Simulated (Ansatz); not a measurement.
## GaP (F-43m) under several functionals

**Experimental background.**

“Selective Growth of GaP Crystals on CMOS-Compatible Si Nanotip Wafers by Gas Source Molecular Beam Epitaxy”, 2024, pmc:10995952 quotes, for a bulk crystal of GaP: lattice constant a 5.4505 Å.

Plane-wave DFT in Ansatz with scalar-relativistic PAW potentials. The same structure was relaxed (cell and atoms, symmetry kept) in separate runs at each level. No spin polarisation.

Q: How do the levels LDA, PBE, PBEsol, r2SCAN compare?

A:
| level | cutoff (eV) | k mesh | V (Å³/atom) | a (Å) | gap (eV) |
| --- | --- | --- | --- | --- | --- |
| LDA | 420 | 8×8×8 | 19.588 | 5.391 | 1.43 |
| PBEsol | 420 | 8×8×8 | 20.106 | 5.438 | 1.50 |
| r2SCAN | 500 | 8×8×8 | 20.253 | 5.452 | 1.90 |
| PBE | 420 | 8×8×8 | 20.855 | 5.505 | 1.58 |

The usual order of volumes, LDA < PBEsol < PBE, holds here (19.588, 20.106, 20.855 Å³/atom). As a rule LDA overbinds; PBEsol, built on the gradient expansion of slowly varying densities, lies between LDA and PBE; PBE's stronger gradient term for exchange weakens bonds. r2SCAN lies 2.9 % under PBE in volume. Each gap belongs to its own cell, so it mixes the functional's effect with that of the volume; gaps are the least found on the k mesh or on a band path.

For PBE: A measured lattice constant a of GaP is 5.4505 Å (quoted in “Selective Growth of GaP Crystals on CMOS-Compatible Si Nanotip Wafers by Gas Source Molecular Beam Epitaxy”, 2024, pmc:10995952); the calculated 5.505 Å misses it by +1.0 %. The calculations are for 0 K without zero-point motion.

Cost: 4 runs of about 1.1 core-minutes in all, on Intel Xeon Processor @ 2.70GHz, Intel Xeon Processor @ 2.50GHz (Skylake/Cascade Lake), Intel Xeon Platinum 8375C (Ice Lake) (shared hosts).